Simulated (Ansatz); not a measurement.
Vibrational response of SiMo3

Computed with DFT PBE, scalar-relativistic, plane waves, PAW (Ansatz 0.2.0). Settings: 420 eV plane-wave cutoff, Γ-centred 8×8×8 mesh, Fermi-Dirac smearing of 0.15 eV. No spin polarisation. Phonons by linear response, acoustic sum rule imposed.

Relaxed structure:
```xyz
8
Lattice="4.9079 0.0000 0.0000 0.0000 4.9079 0.0000 0.0000 0.0000 4.9079" Properties=species:S:1:pos:R:3 pbc="T T T"
Si    0.0000    0.0000    0.0000
Si    2.4540    2.4540    2.4540
Mo    1.2270    0.0000    2.4540
Mo    2.4540    3.6810    0.0000
Mo    3.6810    0.0000    2.4540
Mo    2.4540    1.2270    0.0000
Mo    0.0000    2.4540    3.6810
Mo    0.0000    2.4540    1.2270
```

It was relaxed at this level from a cell as deposited in COD. In a metal, frequencies depend on the k mesh and the smearing, soft modes most.

Optical modes at Γ:
| frequency (cm⁻¹) | degeneracy |
| --- | --- |
| 141 | 3 |
| 184 | 3 |
| 194 | 3 |
| 207 | 3 |
| 275 | 1 |
| 288 | 2 |
| 302 | 3 |
| 324 | 3 |

All 21 optical modes at Γ are real: no displacement of atoms at fixed cell lowers the energy to second order. Strains and modes at other wave vectors aren't tested by this run.
